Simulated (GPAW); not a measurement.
The system is GaSb.

```
CELL_PARAMETERS angstrom
-2.75343 2.75343 1.59071
2.75343 -2.75343 1.59071
2.75343 2.75343 -1.59071
ATOMIC_POSITIONS crystal
Sb 0.00000 0.00000 0.00000
Ga 0.75000 0.25000 0.50000
```

Measurements of this composition are mostly on another form, of space group No. 216.

Base run:

```yaml
Program: GPAW 26.7.0
Functional: LDA
Potentials_or_basis: the program's PAW data sets (release 1.2.1) made for this functional
Cutoff: 600 eV
Basis: pw
k_mesh: 10 × 10 × 10
Occupations: fermi-dirac, width 0.05 eV
Spin: no spin polarisation
```

Its results: band gap on the k mesh none (metal or under the smearing width); pressure -4.5 GPa.

Problem. The run is repeated on the same cell with these changes: functional from LDA to RPBE. What comes out?

Solution. Band gap on the k mesh none (metal or under the smearing width); pressure 1.5 GPa.

RPBE binds less tightly than LDA, so the same cell stands under more pressure.
